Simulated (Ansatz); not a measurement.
# Si: a line through an energy map

How does the energy of Si (Cmcm, No. 63; 12 atoms in the cell) vary with equal normal strain along x and y, at engineering shear strain xy = −20 %?

Program: Ansatz 0.2.0. Level of theory: DFT PBEsol, scalar-relativistic, plane waves, PAW. These are calculated values, not measurements.

1 further run of the same task is left out (set aside as unsound or not needed).

### 1 The system as given

It takes space group Cmcm (No. 63, orthorhombic). The conventional cell has a = 3.823 Å, b = 10.695 Å, c = 12.654 Å, α = 90.00°, β = 90.00°, γ = 90.00°. Si (site symmetry m) has 4 Si at 2.33 to 2.37 Å as nearest neighbours. Si (site symmetry m) is surrounded by 4 Si at 2.35 to 2.37 Å.

Structure file:

```cif
data_structure
_symmetry_space_group_name_H-M 'Cmcm'
_symmetry_Int_Tables_number 63
_cell_length_a 3.8231
_cell_length_b 10.6953
_cell_length_c 12.6538
_cell_angle_alpha 90.000
_cell_angle_beta 90.000
_cell_angle_gamma 90.000
_cell_volume 517.41
loop_
_atom_site_label
_atom_site_type_symbol
_atom_site_symmetry_multiplicity
_atom_site_Wyckoff_symbol
_atom_site_fract_x
_atom_site_fract_y
_atom_site_fract_z
_atom_site_occupancy
Si1 Si 8 f 0.00000 0.24296 0.44510 1
Si2 Si 8 f 0.50000 0.07131 0.65722 1
Si3 Si 8 f 0.00000 0.02878 0.40937 1
```

It goes back to an entry of the Materials Project, which need not be the stable form.

This cell was relaxed beforehand with the same method: volume 21.56 Å³/atom, gap on the mesh 0.40 eV.

### 2 The scan

The energy is mapped over two homogeneous strains (x along [1 0 0], y along [0 1 0], z along [0 0 1] of the conventional cell).

The axes are (1) engineering shear strain xy: 7 values from −30 to 30 %; (2) equal normal strain along x and y: 7 values from −15 to 15 %.

Nothing else is relaxed (fractional coordinates fixed). Energies count from the relaxed crystal. Points are written as (first, second).

### 3 Grid point (−20 %, −15 %)

input.yaml

```yaml
crystal:
  lattice:
    - [2.1595915827, -4.7366721112, 0.0]
    - [1.0900583515, 4.3543603542, 0.0]
    - [0.0, 0.0, 12.6538471797]
  atoms:
    - { symbol: Si, position: [0.7570405043, 0.2429594957, 0.9450993343] }
    - { symbol: Si, position: [0.2429594957, 0.7570405043, 0.0549006657] }
    - { symbol: Si, position: [0.7570405043, 0.2429594957, 0.5549006657] }
    - { symbol: Si, position: [0.2429594957, 0.7570405043, 0.4450993343] }
    - { symbol: Si, position: [0.4286865207, 0.5713134793, 0.157224205] }
    - { symbol: Si, position: [0.5713134793, 0.4286865207, 0.842775795] }
    - { symbol: Si, position: [0.4286865207, 0.5713134793, 0.342775795] }
    - { symbol: Si, position: [0.5713134793, 0.4286865207, 0.657224205] }
    - { symbol: Si, position: [0.971216289, 0.028783711, 0.9093716909] }
    - { symbol: Si, position: [0.028783711, 0.971216289, 0.0906283091] }
    - { symbol: Si, position: [0.971216289, 0.028783711, 0.5906283091] }
    - { symbol: Si, position: [0.028783711, 0.971216289, 0.4093716909] }
basis:
  ecutwfc: 420
kpoints:
  mp_grid: { grid: [10, 10, 4] }
hamiltonian:
  xc: pbesol
  pseudopotentials: { kind: paw, azcp: { folder: soft_1 } }
scf:
  occupations: { method: gaussian, width: 0.05 }
output:
  forces: true
  stress: true
  eigenvalues: true
```

On the command line:

```sh
$ ansatz run input.yaml --threads 4 --pin off --max-ram 8192MiB --backend cpu --events-out ev --progress --plain --runs-dir out
```

Log (excerpt; [...] marks lines left out):

```text
Warning: <dir> the record states the generating functional pbe (its physics header spells it `PBE`), which answers neither for hamiltonian.xc's functional nor for the pbesol family's — results may be inconsistent (PPs are generated against a specific XC)
Warning: RAYON_NUM_THREADS=4 ignored (pool sized by the plan → 4); use --threads N
[...]
Pseudopotentials: kind: paw
Pseudopotential: Si, paw, valence charge 4, recommended cutoff 420 eV (normal), <dir>
Functional definition: PBEsol
[...]
Crystal: 12 atoms, lattice volume = 184.327 Å³
Basis set: ecut = 420 eV, 3635 PW (Γ), exchange–correlation on 72×64×180 points (8 copies of the dense FFT grid, shifted against one another)
Bands: 36, of which v1, the nominal top of the filled ones, is band 24 counted from 1 (23 counted from 0)
Symmetry: 4 space group operations
Space group: P21/m (ITA 11), of the structure as read, at distance tolerance 5.7e-5 Å
k-points: 156 of 400
[...]
SCF iter   1: F=—  HF=-7445.010790 eV  |F-HF|=—  |Δ(HF+E_count)|=         —  Δρ=7.09e-2  dr2=1.24e1  ethr=3.10e-3  ⟨swp⟩=9.4  Hψ=36995  notcnv=0  defer=42
[...]
SCF iter   9: F=-7440.709595 eV  HF=-7440.709595 eV  |F-HF|=3.03e-9  |Δ(HF+E_count)|=   3.04e-8  Δρ=1.64e-6  dr2=7.73e-9  ethr=2.08e-10  ⟨swp⟩=14.9  Hψ=36061  notcnv=0
[...]
SCF converged after 9 iterations
Free energy (F): -7440.709595 eV
[...]
E sigma→0 (E₀):  -7440.708013 eV
Entropy (-TS):   -0.003164 eV (-0.264 meV/atom)
Fermi energy:    9.325806 eV
[...]
--- Forces (eV/Å), atoms counted from 1 ---
  atom   1  Si    -1.31118366     2.54090695    -0.73936077
  atom   2  Si     1.31118366    -2.54090695     0.73936077
  atom   3  Si    -1.31118366     2.54090695     0.73936077
  atom   4  Si     1.31118366    -2.54090695    -0.73936077
  atom   5  Si     7.57039753     2.59968843     6.37488441
  atom   6  Si    -7.57039753    -2.59968843    -6.37488441
  atom   7  Si     7.57039753     2.59968843    -6.37488441
  atom   8  Si    -7.57039753    -2.59968843     6.37488441
[...]
--- Stress (GPa, compression-positive) ---
       75.951372      17.635618      -0.000000
       17.635618      70.825304      -0.000000
       -0.000000      -0.000000      36.645039
  P = ⅓ Tr σ = 61.1406 GPa (611.406 kbar)
--- Band table (eV; the first three rows and the last of 156) ---
[...]
```

It took 21 s on 4 threads of Arm Neoverse V1, shared host; peak memory 1 GiB.

That is 1342 meV/atom from the zero.

### 4 The run at (−20 %, −10 %)

Changes to input.yaml since step 3:

```diff
@@ -2,4 +2,4 @@
   lattice:
-    - [2.1595915827, -4.7366721112, 0.0]
-    - [1.0900583515, 4.3543603542, 0.0]
+    - [2.2551695219, -5.004055419, 0.0]
+    - [1.1856362907, 4.621743662, 0.0]
     - [0.0, 0.0, 12.6538471797]
```

On the command line:

```sh
$ ansatz run input.yaml --threads 4 --pin off --max-ram 8192MiB --backend cpu --events-out ev --progress --plain --runs-dir out
```

Log (excerpt; [...] marks lines left out):

```text
[...]
SCF converged after 9 iterations
Free energy (F): -7448.808110 eV
[...]
E sigma→0 (E₀):  -7448.807068 eV
Entropy (-TS):   -0.002083 eV (-0.174 meV/atom)
Fermi energy:    7.999792 eV
[...]
--- Forces (eV/Å), atoms counted from 1 ---
  atom   1  Si    -0.84969890     1.08356025    -0.57230411
  atom   2  Si     0.84969890    -1.08356025     0.57230411
  atom   3  Si    -0.84969890     1.08356025     0.57230411
  atom   4  Si     0.84969890    -1.08356025    -0.57230411
  atom   5  Si     5.14357776     1.63123119     3.52223519
  atom   6  Si    -5.14357776    -1.63123119    -3.52223519
  atom   7  Si     5.14357776     1.63123119    -3.52223519
  atom   8  Si    -5.14357776    -1.63123119     3.52223519
[...]
--- Stress (GPa, compression-positive) ---
       41.307583      16.666000       0.000000
       16.666001      38.054038       0.000000
        0.000000       0.000000      18.281382
  P = ⅓ Tr σ = 32.5477 GPa (325.477 kbar)
--- Band table (eV; the first three rows and the last of 156) ---
[...]
```

Run time: 21 s. Hardware: 4 threads of Arm Neoverse V1, shared host; peak memory 1.1 GiB.

On the map this point reads 668 meV/atom.

### 5 The run at (−20 %, −5 %)

Changes to input.yaml since step 4:

```diff
@@ -2,4 +2,4 @@
   lattice:
-    - [2.2551695219, -5.004055419, 0.0]
-    - [1.1856362907, 4.621743662, 0.0]
+    - [2.3507474612, -5.2714387268, 0.0]
+    - [1.28121423, 4.8891269698, 0.0]
     - [0.0, 0.0, 12.6538471797]
```

On the command line:

```sh
$ ansatz run input.yaml --threads 4 --pin off --max-ram 8192MiB --backend cpu --events-out ev --progress --plain --runs-dir out
```

Log (excerpt; [...] marks lines left out):

```text
Warning: <dir> the record states the generating functional pbe (its physics header spells it `PBE`), which answers neither for hamiltonian.xc's functional nor for the pbesol family's — results may be inconsistent (PPs are generated against a specific XC)
Warning: RAYON_NUM_THREADS=4 ignored (pool sized by the plan → 4); use --threads N
[...]
[... 3 set-up lines as earlier in the session ...]
[...]
Crystal: 12 atoms, lattice volume = 230.894 Å³
Basis set: ecut = 420 eV, 4491 PW (Γ), exchange–correlation on 80×72×180 points (8 copies of the dense FFT grid, shifted against one another)
Bands: 36, of which v1, the nominal top of the filled ones, is band 24 counted from 1 (23 counted from 0)
[... 1 set-up line as earlier in the session ...]
Space group: P21/m (ITA 11), of the structure as read, at distance tolerance 6.1e-5 Å
k-points: 156 of 400
[...]
SCF iter   1: F=—  HF=-7455.565689 eV  |F-HF|=—  |Δ(HF+E_count)|=         —  Δρ=5.23e-2  dr2=7.52e0  ethr=3.10e-3  ⟨swp⟩=9.2  Hψ=35871  notcnv=0  defer=72
[...]
SCF iter   8: F=-7453.150465 eV  HF=-7453.150465 eV  |F-HF|=1.21e-7  |Δ(HF+E_count)|=   2.09e-6  Δρ=5.24e-6  dr2=8.90e-8  ethr=2.08e-10  ⟨swp⟩=13.7  Hψ=39626  notcnv=0
[...]
SCF converged after 8 iterations
Free energy (F): -7453.150465 eV
[...]
E sigma→0 (E₀):  -7453.149854 eV
Entropy (-TS):   -0.001221 eV (-0.102 meV/atom)
Fermi energy:    6.808395 eV
[...]
--- Forces (eV/Å), atoms counted from 1 ---
  atom   1  Si    -0.49923800     0.27619118    -0.38441375
  atom   2  Si     0.49923800    -0.27619118     0.38441375
  atom   3  Si    -0.49923800     0.27619118     0.38441375
  atom   4  Si     0.49923800    -0.27619118    -0.38441375
  atom   5  Si     3.28604672     0.99076779     1.66880669
  atom   6  Si    -3.28604672    -0.99076779    -1.66880669
  atom   7  Si     3.28604672     0.99076779    -1.66880669
  atom   8  Si    -3.28604672    -0.99076779     1.66880669
[...]
--- Stress (GPa, compression-positive) ---
       17.957365      14.885288       0.000000
       14.885289      15.655007       0.000000
        0.000000       0.000000       7.574742
  P = ⅓ Tr σ = 13.7290 GPa (137.290 kbar)
--- Band table (eV; the first three rows and the last of 156) ---
[...]
```

Wall time 24 s (4 threads of Arm Neoverse V1, shared host); peak memory 1.2 GiB.

Energy on the map's scale: 306 meV/atom.

### 6 Changing settings: eigensolver.kind davidson, ecutwfc left out

Changes to input.yaml since step 5:

```diff
@@ -18,4 +18,2 @@
     - { symbol: Si, position: [0.028783711, 0.971216289, 0.4093716909] }
-basis:
-  ecutwfc: 420
 kpoints:
@@ -27,5 +25,6 @@
   occupations: { method: gaussian, width: 0.05 }
+  eigensolver: { kind: davidson }
 output:
   forces: true
+  eigenvalues: true
   stress: true
-  eigenvalues: true
```

On the command line:

```sh
$ ansatz run input.yaml --threads 4 --pin off --max-ram 8192MiB --backend cpu --events-out ev --progress --plain --runs-dir out
```

Log (excerpt; [...] marks lines left out):

```text
Warning: <dir> the record states the generating functional pbe (its physics header spells it `PBE`), which answers neither for hamiltonian.xc's functional nor for the pbesol family's — results may be inconsistent (PPs are generated against a specific XC)
Warning: RAYON_NUM_THREADS=4 ignored (pool sized by the plan → 4); use --threads N
[...]
[... 3 set-up lines as earlier in the session ...]
[...]
Crystal: 12 atoms, lattice volume = 230.894 Å³
Basis set: ecut = 420 eV, 4491 PW (Γ), exchange–correlation on 80×72×180 points (8 copies of the dense FFT grid, shifted against one another)
Bands: 36, of which v1, the nominal top of the filled ones, is band 24 counted from 1 (23 counted from 0)
[... 2 set-up lines as earlier in the session ...]
k-points: 156 of 400
[...]
SCF iter   1: F=—  HF=-7455.559829 eV  |F-HF|=—  |Δ(HF+E_count)|=         —  Δρ=5.22e-2  dr2=7.55e0  ethr=1.57e-2  ⟨swp⟩=2.8  Hψ=33447  notcnv=0
[...]
SCF iter  10: F=-7453.150465 eV  HF=-7453.150465 eV  |F-HF|=6.43e-10  |Δ(HF+E_count)|=   5.28e-8  Δρ=1.80e-6  dr2=1.63e-8  ethr=3.10e-10  ⟨swp⟩=3.6  Hψ=11453  notcnv=0
[...]
SCF converged after 10 iterations
Free energy (F): -7453.150465 eV
[...]
E sigma→0 (E₀):  -7453.149854 eV
Entropy (-TS):   -0.001221 eV (-0.102 meV/atom)
Fermi energy:    6.808410 eV
[...]
--- Forces (eV/Å), atoms counted from 1 ---
  atom   1  Si    -0.49925813     0.27620969    -0.38442051
  atom   2  Si     0.49925813    -0.27620969     0.38442051
  atom   3  Si    -0.49925813     0.27620969     0.38442051
  atom   4  Si     0.49925813    -0.27620969    -0.38442051
  atom   5  Si     3.28608589     0.99077990     1.66884599
  atom   6  Si    -3.28608589    -0.99077990    -1.66884599
  atom   7  Si     3.28608589     0.99077990    -1.66884599
  atom   8  Si    -3.28608589    -0.99077990     1.66884599
[...]
--- Stress (GPa, compression-positive) ---
       17.957469      14.885282       0.000000
       14.885282      15.655123       0.000000
        0.000000       0.000000       7.574767
  P = ⅓ Tr σ = 13.7291 GPa (137.291 kbar)
--- Band table (eV; the first three rows and the last of 156) ---
[... band rows left out ...]
[...]
```

Wall time 31 s (4 threads of Arm Neoverse V1, shared host); peak memory 1 GiB.

```tsv
run	ending	energy change	pressure (GPa)	gap (eV)	force (eV/Å)	cycles	time
step 5	converged	0	13.7	0.00	3.82	8	24 s
variant	converged	0.0 meV/atom	13.7	0.00	3.82	10	31 s
```

The changed solver doesn't alter the result here (within 0.5 meV/atom). Cost: 10 SCF cycles against 8.

### 7 Grid point (−20 %, 0 %)

Changes to input.yaml since step 5:

```diff
@@ -2,4 +2,4 @@
   lattice:
-    - [2.3507474612, -5.2714387268, 0.0]
-    - [1.28121423, 4.8891269698, 0.0]
+    - [2.4463254004, -5.5388220346, 0.0]
+    - [1.3767921692, 5.1565102776, 0.0]
     - [0.0, 0.0, 12.6538471797]
```

On the command line:

```sh
$ ansatz run input.yaml --threads 4 --pin off --max-ram 8192MiB --backend cpu --events-out ev --progress --plain --runs-dir out
```

Log (excerpt; [...] marks lines left out):

```text
Warning: <dir> the record states the generating functional pbe (its physics header spells it `PBE`), which answers neither for hamiltonian.xc's functional nor for the pbesol family's — results may be inconsistent (PPs are generated against a specific XC)
Warning: RAYON_NUM_THREADS=4 ignored (pool sized by the plan → 4); use --threads N
[...]
[... 3 set-up lines as earlier in the session ...]
[...]
Crystal: 12 atoms, lattice volume = 256.118 Å³
Basis set: ecut = 420 eV, 4997 PW (Γ), exchange–correlation on 90×72×180 points (8 copies of the dense FFT grid, shifted against one another)
Bands: 36, of which v1, the nominal top of the filled ones, is band 24 counted from 1 (23 counted from 0)
[... 1 set-up line as earlier in the session ...]
Space group: P21/m (ITA 11), of the structure as read, at distance tolerance 6.4e-5 Å
k-points: 156 of 400
[...]
SCF iter   1: F=—  HF=-7456.544666 eV  |F-HF|=—  |Δ(HF+E_count)|=         —  Δρ=4.53e-2  dr2=5.96e0  ethr=3.10e-3  ⟨swp⟩=9.0  Hψ=35161  notcnv=0  defer=50
[...]
SCF iter   8: F=-7454.737701 eV  HF=-7454.737701 eV  |F-HF|=3.20e-8  |Δ(HF+E_count)|=   3.82e-6  Δρ=3.32e-6  dr2=4.42e-8  ethr=2.08e-10  ⟨swp⟩=15.9  Hψ=40227  notcnv=0
[...]
SCF converged after 8 iterations
Free energy (F): -7454.737701 eV
[...]
E sigma→0 (E₀):  -7454.737383 eV
Entropy (-TS):   -0.000637 eV (-0.053 meV/atom)
Fermi energy:    5.736050 eV
[...]
--- Forces (eV/Å), atoms counted from 1 ---
  atom   1  Si    -0.27673064    -0.06714874    -0.19647775
  atom   2  Si     0.27673064     0.06714874     0.19647775
  atom   3  Si    -0.27673064    -0.06714874     0.19647775
  atom   4  Si     0.27673064     0.06714874    -0.19647775
  atom   5  Si     1.94875152     0.58053440     0.48805069
  atom   6  Si    -1.94875152    -0.58053440    -0.48805069
  atom   7  Si     1.94875152     0.58053440    -0.48805069
  atom   8  Si    -1.94875152    -0.58053440     0.48805069
[...]
--- Stress (GPa, compression-positive) ---
        2.741027      12.544336       0.000000
       12.544336       0.825791      -0.000000
        0.000000      -0.000000       1.675834
  P = ⅓ Tr σ = 1.7476 GPa (17.476 kbar)
--- Band table (eV; the first three rows and the last of 156) ---
[...]
```

Wall time 26 s (4 threads of Arm Neoverse V1, shared host); peak memory 1.3 GiB.

Energy on the map's scale: 173 meV/atom.

### 8 Grid point (−20 %, 5 %)

Changes to input.yaml since step 7:

```diff
@@ -2,4 +2,4 @@
   lattice:
-    - [2.4463254004, -5.5388220346, 0.0]
-    - [1.3767921692, 5.1565102776, 0.0]
+    - [2.5419033396, -5.8062053424, 0.0]
+    - [1.4723701084, 5.4238935854, 0.0]
     - [0.0, 0.0, 12.6538471797]
```

On the command line:

```sh
$ ansatz run input.yaml --threads 4 --pin off --max-ram 8192MiB --backend cpu --events-out ev --progress --plain --runs-dir out
```

Log (excerpt; [...] marks lines left out):

```text
[...]
SCF converged after 9 iterations
Free energy (F): -7454.373688 eV
[...]
E sigma→0 (E₀):  -7454.373625 eV
Entropy (-TS):   -0.000125 eV (-0.010 meV/atom)
Fermi energy:    4.747803 eV
[...]
--- Forces (eV/Å), atoms counted from 1 ---
  atom   1  Si    -0.13828902    -0.15272776    -0.02534461
  atom   2  Si     0.13828902     0.15272776     0.02534461
  atom   3  Si    -0.13828902    -0.15272776     0.02534461
  atom   4  Si     0.13828902     0.15272776    -0.02534461
  atom   5  Si     1.01770947     0.32628125    -0.22752138
  atom   6  Si    -1.01770947    -0.32628125     0.22752138
  atom   7  Si     1.01770947     0.32628125     0.22752138
  atom   8  Si    -1.01770947    -0.32628125    -0.22752138
[...]
--- Stress (GPa, compression-positive) ---
       -6.654370      10.186898       0.000000
       10.186898      -8.397353      -0.000000
        0.000000      -0.000000      -1.389010
  P = ⅓ Tr σ = -5.4802 GPa (-54.802 kbar)
--- Band table (eV; the first three rows and the last of 156) ---
[...]
```

Run time: 32 s. Hardware: 4 threads of Arm Neoverse V1, shared host; peak memory 1.4 GiB.

That is 204 meV/atom from the zero.

### 9 The run at (−20 %, 10 %)

Changes to input.yaml since step 8:

```diff
@@ -2,4 +2,4 @@
   lattice:
-    - [2.5419033396, -5.8062053424, 0.0]
-    - [1.4723701084, 5.4238935854, 0.0]
+    - [2.6374812789, -6.0735886502, 0.0]
+    - [1.5679480477, 5.6912768932, 0.0]
     - [0.0, 0.0, 12.6538471797]
```

On the command line:

```sh
$ ansatz run input.yaml --threads 4 --pin off --max-ram 8192MiB --backend cpu --events-out ev --progress --plain --runs-dir out
```

Log (excerpt; [...] marks lines left out):

```text
[...]
SCF converged after 9 iterations
Free energy (F): -7452.708133 eV
[...]
E sigma→0 (E₀):  -7452.707774 eV
Entropy (-TS):   -0.000718 eV (-0.060 meV/atom)
Fermi energy:    3.773504 eV
[...]
--- Forces (eV/Å), atoms counted from 1 ---
  atom   1  Si    -0.05467424    -0.10901777     0.11635513
  atom   2  Si     0.05467424     0.10901777    -0.11635513
  atom   3  Si    -0.05467424    -0.10901777    -0.11635513
  atom   4  Si     0.05467424     0.10901777     0.11635513
  atom   5  Si     0.39311609     0.16188245    -0.63934363
  atom   6  Si    -0.39311609    -0.16188245     0.63934363
  atom   7  Si     0.39311609     0.16188245     0.63934363
  atom   8  Si    -0.39311609    -0.16188245    -0.63934363
[...]
--- Stress (GPa, compression-positive) ---
      -11.924790       7.996023       0.000000
        7.996023     -13.533317       0.000000
        0.000000       0.000000      -2.927025
  P = ⅓ Tr σ = -9.4617 GPa (-94.617 kbar)
--- Band table (eV; the first three rows and the last of 156) ---
[...]
```

It took 31 s on 4 threads of Arm Neoverse V1, shared host; peak memory 1.5 GiB.

On the map this point reads 343 meV/atom.

### 10 Point (−20 %, 15 %)

Changes to input.yaml since step 9:

```diff
@@ -2,4 +2,4 @@
   lattice:
-    - [2.6374812789, -6.0735886502, 0.0]
-    - [1.5679480477, 5.6912768932, 0.0]
+    - [2.7330592181, -6.340971958, 0.0]
+    - [1.6635259869, 5.958660201, 0.0]
     - [0.0, 0.0, 12.6538471797]
```

On the command line:

```sh
$ ansatz run input.yaml --threads 4 --pin off --max-ram 8192MiB --backend cpu --events-out ev --progress --plain --runs-dir out
```

Log (excerpt; [...] marks lines left out):

```text
[...]
SCF converged after 9 iterations
Free energy (F): -7450.259329 eV
[...]
E sigma→0 (E₀):  -7450.258835 eV
Entropy (-TS):   -0.000989 eV (-0.082 meV/atom)
Fermi energy:    3.051641 eV
[...]
--- Forces (eV/Å), atoms counted from 1 ---
  atom   1  Si     0.00150797    -0.01766420     0.22741605
  atom   2  Si    -0.00150797     0.01766420    -0.22741605
  atom   3  Si     0.00150797    -0.01766420    -0.22741605
  atom   4  Si    -0.00150797     0.01766420     0.22741605
  atom   5  Si    -0.01429339     0.05582033    -0.86150465
  atom   6  Si     0.01429339    -0.05582033     0.86150465
  atom   7  Si    -0.01429339     0.05582033     0.86150465
  atom   8  Si     0.01429339    -0.05582033    -0.86150465
[...]
--- Stress (GPa, compression-positive) ---
      -14.404126       6.080649       0.000000
        6.080649     -15.790138       0.000000
        0.000000       0.000000      -3.678043
  P = ⅓ Tr σ = -11.2908 GPa (-112.908 kbar)
--- Band table (eV; the first three rows and the last of 156) ---
[...]
```

Wall time 36 s (4 threads of Arm Neoverse V1, shared host); peak memory 1.6 GiB.

On the map this point reads 547 meV/atom.

### 11 Results

| equal normal strain along x and y (%) | step | energy (meV/atom) | slope (meV/atom per %) | pressure (GPa) | band gap on the k-mesh (eV) | largest force on an atom (eV/Å) |
| --- | --- | --- | --- | --- | --- | --- |
| −15 | 3 | 1342 | −173 | 61 | 0.000 | 10.2 |
| −10 | 4 | 668 | −101 | 33 | 0.000 | 6.4 |
| −5 | 5 | 306 | −47 | 14 | 0.000 | 3.8 |
| 0 | 7 | 173 | −8 | 2 | 0.000 | 2.1 |
| 5 | 8 | 204 | 19 | −5 | 0.077 | 1.1 |
| 10 | 9 | 343 | 36 | −9 | 0.000 | 0.8 |
| 15 | 10 | 547 | 45 | −11 | 0.000 | 0.9 |

Energies count from the relaxed crystal. Slopes come from the forces (and the stress, where the cell changes), not from differences of energies.

```tsv
run	outcome
step 6, run with eigensolver.kind davidson, ecutwfc left out (against step 5)	0.0 meV/atom
```

The lowest point of the line is at 0 %, 173 meV/atom from the zero. A fit to energies and slopes at the lowest point and its two neighbours puts the minimum at 1.3 %, with a curvature of about 5.8 meV/atom per %². Divided by the reference volume, that is a stiffness of about 430 GPa for this pattern of strain, with the ions clamped. The highest point computed, at −15 %, lies 1169 meV/atom above the lowest. The gap on the mesh reads zero on part of the line; semilocal functionals close small gaps early. This is one cut through a surface in two coordinates; the map's lowest point lies off it. With the other coordinates free, the energies away from the reference would be the same or lower. The gap on the mesh closes on part of the grid.
